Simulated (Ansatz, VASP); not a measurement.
## ZnS: VASP beside Ansatz

INCAR

```
SYSTEM = ZnS
  PREC = Accurate
  ENCUT = 520
  EDIFF = 1E-8
  ISMEAR = -1
  SIGMA = 0.01
  LREAL = .False.
  LASPH = .True.
  NELM = 60
  ALGO = Normal
  ISIF = 2
  LWAVE = .False.
  LCHARG = .False.
  GGA = PE
  LEFG = .True.
  NBANDS = 16
```

File KPOINTS:

```
Automatic mesh
0
Gamma
  8 8 8
  0 0 0
```

POSCAR

```
ZnS
1.0
    0.0000000000      2.7046500000      2.7046500000
    2.7046500000      0.0000000000      2.7046500000
    2.7046500000      2.7046500000      0.0000000000
Zn S
1 1
Direct
    0.0000000000      0.0000000000      0.0000000000
    0.7500000000      0.7500000000      0.7500000000
```

Input for Ansatz:

```yaml
crystal:
  lattice:
    - [0.0, 2.70465, 2.70465]
    - [2.70465, 0.0, 2.70465]
    - [2.70465, 2.70465, 0.0]
  atoms:
    - { symbol: Zn, position: [0.0, 0.0, 0.0] }
    - { symbol: S, position: [0.75, 0.75, 0.75] }
kpoints:
  mp_grid: { grid: [8, 8, 8] }
  band_path:
    path:
      - [0.0, 0.0, 0.0]
      - [-0.5, -0.5, 0.0]
      - [-0.375, -0.375, 0.25]
      - [-0.375, 0.0, 0.375]
      - [0.0, 0.0, 0.0]
      - [0.0, 0.0, 0.5]
      - [-0.5, -0.25, 0.25]
      - [-0.5, -0.5, 0.0]
    npoints: 8
scf:
  occupations: { method: fermi_dirac, width: 0.01 }
hamiltonian:
  xc: pbe
  pseudopotentials: { kind: all_electron, datasets: crystal }
output:
  forces: true
  stress: true
  eigenvalues: true
  efg: { contact_densities: true }
```

Alike in both runs: task electric field gradients; functional PBE; k mesh 8 × 8 × 8; occupations fermi-dirac, width 0.01 eV; no spin polarisation.

|  | VASP | Ansatz |
| --- | --- | --- |
| version | VASP 6.6.1 | Ansatz 0.2.0 |
| potentials or method | VASP PAW PBE potentials, release 64 (Zn, S) | all-electron PAW with datasets made for the crystal, scalar-relativistic |
| plane-wave cutoff (eV) | 520 | see its input |

VASP gave:

- gap on the k mesh at the Fermi level (eV): 2.10
- pressure (GPa): 1.5
- Vzz of the field gradient on the site that differs most (V/Å²): 0.0

Problem. What did Ansatz give for the same quantities?

Solution. gap on the k mesh at the Fermi level (eV): 2.10; pressure (GPa): 1.4; Vzz of the field gradient on the site that differs most (V/Å²): 0.0.

Ansatz ran all-electron here, so the differences hold the error of VASP's frozen core and of both bases.

PBE gaps usually lie below the measured ones, often by a third to a half.
